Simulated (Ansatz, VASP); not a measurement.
# Au in VASP and in Ansatz

Contents of POSCAR:

```
Au
1.0
    2.7484100000      0.0000000000      0.0000000000
    0.0000000000      2.7484100000      0.0000000000
    0.0000000000      0.0000000000      2.7484100000
Au
1
Direct
    0.5000000000      0.5000000000      0.5000000000
```

The input INCAR.step1:

```
PREC = Accurate ; ENCUT = 520
ISMEAR = -1 ; SIGMA = 0.05
LREAL = False ; LASPH = True
NELM = 150 ; LNONCOLLINEAR = True
MAGMOM = 0 0 0 ; LSORBIT = True
GGA_COMPAT = False ; LMAXMIX = 4
NBANDS = 22 ; GGA = PE
ALGO = Normal ; EDIFF = 1E-4
LWAVE = True ; LCHARG = False
```

INCAR.step2

```
PREC = Accurate ; ENCUT = 520
EDIFF = 1E-6 ; ISMEAR = -1
SIGMA = 0.05 ; LREAL = False
LASPH = True ; NELM = 150
ALGO = Normal ; ISIF = 2
LWAVE = False ; LCHARG = True
LNONCOLLINEAR = True ; MAGMOM = 0 0 0
LORBIT = 11 ; LSORBIT = True
GGA_COMPAT = False ; LORBMOM = True
LMAXMIX = 4 ; METAGGA = R2SCAN
LMIXTAU = True ; LVHAR = True
NBANDS = 22 ; ISTART = 1
```

File KPOINTS:

```
regular mesh
0
Gamma
  7 7 7
```

File input.yaml:

```yaml
crystal:
  lattice:
    - [2.74841, 0.0, 0.0]
    - [0.0, 2.74841, 0.0]
    - [0.0, 0.0, 2.74841]
  atoms:
    - { symbol: Au, position: [0.5, 0.5, 0.5] }
hamiltonian:
  xc: r2scan
  pseudopotentials: { kind: paw_fr }
magnetization:
  noncollinear: true
  spin_orbit: true
kpoints:
  mp_grid: { grid: [7, 7, 7] }
  band_path:
    path:
      - [[0.0, 0.0, 0.0], [0.0, 0.5, 0.0], [0.5, 0.5, 0.0], [0.0, 0.0, 0.0], [0.5, 0.5, 0.5], [0.0, 0.5, 0.0]]
      - [[0.5, 0.5, 0.0], [0.5, 0.5, 0.5]]
    npoints: 14
scf:
  occupations: { method: fermi_dirac, width: 0.05 }
  n_extra_bands: 6
output:
  forces: true
  stress: true
  eigenvalues: true
  fatbands: true
  write_density: true
  write_potential: true
  elf: true
  volumetric_format: npy
```

The cell was built by a generator and needn't be a form met in nature.

Alike in both runs: functional r2SCAN; k mesh 7 × 7 × 7; occupations fermi-dirac, width 0.05 eV; non-collinear spin, spin-orbit coupling.

|  | VASP | Ansatz |
| --- | --- | --- |
| version | VASP 6.6.1 | Ansatz 0.2.0 |
| potentials or method | VASP PAW PBE potentials, release 64 (Au) | Ansatz PAW |
| plane-wave cutoff (eV) | 520 | 500 |
| valence electrons in the cell | 11 | 19 |
| task | single point | band structure |

Ansatz gave:

| Property | Result |
| --- | --- |
| gap on the k mesh at the Fermi level (eV) | none |
| pressure (GPa) | -5.1 |
| net moment per atom (μB) | 0.00 |

Problem. Which values does VASP return?

Solution. gap on the k mesh at the Fermi level (eV): none; pressure (GPa): -4.6; net moment per atom (μB): 0.00.

A gap of «none» marks a metal or a gap that the smearing closes. The two sets of potentials don't hold the same shells in valence.

Caveats: the PAW data sets were made with another functional, which shifts forces and pressure a little (VASP); the PAW data sets come from PBE, with cores solved anew for the run's functional, which leaves a small shift of forces and pressure (Ansatz).
